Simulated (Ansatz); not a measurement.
# AlN (rock salt): the cost of one run

Program: Ansatz 0.2.0. Level of theory: DFT LDA, scalar-relativistic, plane waves, PAW. These are calculated values, not measurements.

**1. Starting point**

The structure is cubic, space group Fm-3m (No. 225). The conventional cell has a = 4.098 Å, b = 4.098 Å, c = 4.098 Å, α = 90.00°, β = 90.00°, γ = 90.00°. Around Al (site symmetry m-3m) lie 6 N at 2.05 Å. N (site symmetry m-3m) has 6 Al at 2.05 Å as nearest neighbours.

Coordinates:

```cif
data_structure
_symmetry_space_group_name_H-M 'P 1'
_symmetry_Int_Tables_number 1
_cell_length_a 2.8979
_cell_length_b 2.8979
_cell_length_c 2.8979
_cell_angle_alpha 60.000
_cell_angle_beta 60.000
_cell_angle_gamma 60.000
_cell_volume 17.21
loop_
_atom_site_label
_atom_site_type_symbol
_atom_site_fract_x
_atom_site_fract_y
_atom_site_fract_z
_atom_site_occupancy
Al1 Al 0.00000 0.00000 0.00000 1
N1 N 0.50000 0.50000 0.50000 1
```

**2. Volume × 1.04**

input.yaml reads:

```yaml
crystal:
  lattice:
    - [0.0, 2.0491148942, 2.0491148942]
    - [2.0491148942, 0.0, 2.0491148942]
    - [2.0491148942, 2.0491148942, 0.0]
  atoms:
    - { symbol: Al, position: [0.0, 0.0, 0.0] }
    - { symbol: "N", position: [0.5, 0.5, 0.5] }
scf:
  occupations: { method: fixed }
output:
  forces: true
  stress: true
  eigenvalues: true
  write_density: true
  write_potential: true
  elf: true
  volumetric_format: npy
hamiltonian:
  xc: lda
basis:
  ecutwfc: 520
kpoints:
  mp_grid: { grid: [10, 10, 10] }
```

On the command line:

```bash
$ ansatz run input.yaml --threads 1 --pin off --max-ram 2867MiB --backend cpu --events-out ev --progress --plain --runs-dir out
```

What time and memory should one allow on 1 thread of Intel Xeon at 2.30GHz, shared host?

About 1.1 s, with a peak of 0.32 GiB.
